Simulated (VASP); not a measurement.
Input of a VASP 6.6.1 run:

File run.py:

```python
from ase.calculators.vasp import Vasp
from ase.eos import EquationOfState
from ase.io import Trajectory
from ase.io import read
from ase.units import GPa

atoms = read('Sb.cif', primitive_cell=True, subtrans_included=False)
calc = Vasp(
    directory='calc',
    xc='revtpss',
    pp='PBE',
    setups='recommended',
    pp_version='54',
    prec='Accurate',
    encut=520,
    ediff=1e-06,
    ismear=-1,
    sigma=0.02,
    lreal=False,
    lasph=True,
    nelm=80,
    algo='Normal',
    isif=2,
    lwave=False,
    lcharg=False,
    lmixtau=True,
    ivdw=12,
    vdw_s6=1.0,
    vdw_s8=1.4023,
    vdw_a1=0.4426,
    vdw_a2=4.4723,
    kpts=[8, 8, 8],
    gamma=True,
)
atoms.calc = calc
cell = atoms.cell.copy()
volumes, energies = [], []
traj = Trajectory('eos.traj', 'w')
for x in [0.94, 0.96, 0.98, 1.0, 1.02, 1.04, 1.06]:
    atoms.set_cell(cell * x ** (1 / 3), scale_atoms=True)
    volumes.append(atoms.get_volume())
    energies.append(atoms.get_potential_energy())
    traj.write(atoms)
    print(f'{x:5.2f} {volumes[-1]:12.5f} {energies[-1]:14.6f}')

v0, e0, B = EquationOfState(volumes, energies, eos='sj').fit()
print(f'V0 = {v0:.4f} A^3, E0 = {e0:.6f} eV, B = {B / GPa:.2f} GPa')
```

Sb.cif

```cif
data_Sb
_cell_length_a 4.30840000
_cell_length_b 4.30840000
_cell_length_c 11.27400000
_cell_angle_alpha 90.00000000
_cell_angle_beta 90.00000000
_cell_angle_gamma 120.00000000
_space_group_name_H-M_alt 'R-3m'
_space_group_name_Hall '-R 3 2"'
_space_group_IT_number 166
loop_
_space_group_symop_operation_xyz
'x,y,z'
'-x,-y,-z'
'-y,x-y,z'
'y,-x+y,-z'
'-x+y,-x,z'
'x-y,x,-z'
'y,x,-z'
'-y,-x,z'
'x-y,-y,-z'
'-x+y,y,z'
'-x,-x+y,-z'
'x,x-y,z'
'x+2/3,y+1/3,z+1/3'
'-x+2/3,-y+1/3,-z+1/3'
'-y+2/3,x-y+1/3,z+1/3'
'y+2/3,-x+y+1/3,-z+1/3'
'-x+y+2/3,-x+1/3,z+1/3'
'x-y+2/3,x+1/3,-z+1/3'
'y+2/3,x+1/3,-z+1/3'
'-y+2/3,-x+1/3,z+1/3'
'x-y+2/3,-y+1/3,-z+1/3'
'-x+y+2/3,y+1/3,z+1/3'
'-x+2/3,-x+y+1/3,-z+1/3'
'x+2/3,x-y+1/3,z+1/3'
'x+1/3,y+2/3,z+2/3'
'-x+1/3,-y+2/3,-z+2/3'
'-y+1/3,x-y+2/3,z+2/3'
'y+1/3,-x+y+2/3,-z+2/3'
'-x+y+1/3,-x+2/3,z+2/3'
'x-y+1/3,x+2/3,-z+2/3'
'y+1/3,x+2/3,-z+2/3'
'-y+1/3,-x+2/3,z+2/3'
'x-y+1/3,-y+2/3,-z+2/3'
'-x+y+1/3,y+2/3,z+2/3'
'-x+1/3,-x+y+2/3,-z+2/3'
'x+1/3,x-y+2/3,z+2/3'
loop_
_atom_site_label
_atom_site_type_symbol
_atom_site_symmetry_multiplicity
_atom_site_Wyckoff_symbol
_atom_site_fract_x
_atom_site_fract_y
_atom_site_fract_z
_atom_site_occupancy
Sb1 Sb 6 c 0.0000000000 0.0000000000 0.7665100000 1
```

Potentials or basis: VASP PAW PBE potentials, release 54 (Sb).

Launch:

```bash
$ python run.py
```

Q: Predict the bulk modulus at fixed shape and positions.

A: 65 GPa.

Q: Predict the equilibrium volume.

A: 28.82 Å³/atom.

Q: What does it give for the pressure derivative of the bulk modulus?

A: 4.6.

Energy against volume, from the lowest point:
```csv
volume (Å³/atom),energy (meV/atom)
28.393,1.13
28.998,0.00
29.602,3.83
30.206,12.08
30.810,24.29
31.414,40.01
32.018,58.83
```

Caveat: the cell was scaled at fixed shape and fractional positions, which overstates the stiffness of a crystal with free parameters, most of all of layers and chains; the PAW data sets were made with another functional, which shifts forces and pressure a little. The run has no spin-orbit coupling, so splittings on Sb are missing.
